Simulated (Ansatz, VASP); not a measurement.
**Two plane-wave programs on WSe**

```
CELL_PARAMETERS angstrom
0.00000 2.67820 2.67820
2.67820 0.00000 2.67820
2.67820 2.67820 0.00000
ATOMIC_POSITIONS crystal
W 0.00000 0.00000 0.00000
Se 0.25000 0.25000 0.25000
```

The cell was built by a generator and needn't be a form met in nature.

Alike in both runs: task single point; functional PBE; k mesh 6 × 6 × 6; occupations gaussian, width 0.1 eV; collinear spin.

|  | VASP | Ansatz |
| --- | --- | --- |
| version | VASP 6.6.1 | Ansatz 0.2.0 |
| potentials or method | VASP PAW PBE potentials, release 64 (W_sv, Se) | scalar-relativistic, plane waves, PAW |
| plane-wave cutoff (eV) | 520 | 420 |
| valence electrons in the cell | 20 | 30 |

|  | VASP | Ansatz | Ansatz less VASP |
| --- | --- | --- | --- |
| gap on the k mesh at the Fermi level (eV) | none | none | - |
| net moment per atom (μB) | 0.08 | 0.08 | 0.000 |
| size of the moment on the site where the two differ most (μB) | 0.13 | 0.09 | -0.037 |

Site moments also hang on the region over which each program counts them. A gap of «none» marks a metal or a gap that the smearing closes. The two sets of potentials don't hold the same shells in valence.

 Spin-orbit coupling is left out, which matters for the levels of W.
